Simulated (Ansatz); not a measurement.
**Collinear states of CoO**

Level of theory: DFT PBE, scalar-relativistic, plane waves, PAW in Ansatz 0.2.0.

```
Co O
1.0
     0.00000    2.24997    2.24997
     2.24997    0.00000    2.24997
     2.24997    2.24997    0.00000
Co O
1 1
Cartesian
  0.0000 0.0000 0.0000
  1.1250 1.1250 1.1250
```

The plane-wave cutoff is 420 eV and the Γ-centred k-mesh is 16×16×16. The occupation rule is Gaussian smearing, 0.1 eV and the list of starting moments (μB, in atom order) is 3 0. The check for lower electronic states after the SCF is off.

Each order was relaxed in cell and atoms. A propagation vector, in units of the reciprocal vectors, doubles the cell, which takes an equally dense mesh. No Hubbard U is used, and semilocal functionals often make open-shell oxides metallic. Site moments are spin moments in atom-centred spheres that scale with the neighbour distance. The states are those that the runs reached from these starts; a lower one can exist.

Q: Starts tried: no spin; ferromagnetic; antiferromagnetic, doubled cell, propagation vector (0, 1/2, 1/2). Which state comes out lowest, and what are the moments?

A: The lowest state is antiferromagnetic, reached from the start “antiferromagnetic, doubled cell, propagation vector (0, 1/2, 1/2)”, with site moments (μB) Co +2.03, Co -2.03.

| start | ends | energy above lowest (meV/atom) | site moments (μB) | gap on mesh (eV) | volume (Å³/atom) |
| --- | --- | --- | --- | --- | --- |
| no spin | non-magnetic | 186 | none over 0.05 | metal | 10.38 |
| ferromagnetic | ferromagnetic | 44.2 | Co +2.23, O +0.30 | metal | 11.39 |
| antiferromagnetic, doubled cell, propagation vector (0, 1/2, 1/2) | antiferromagnetic | 0.00 | Co +2.03, Co -2.03 | metal | 11.32 |

This zinc-blende form isn't the usual stable structure of the compound.

Cost: 3 runs of about 4.9 core-minutes in all, on Arm Neoverse V1 (shared hosts).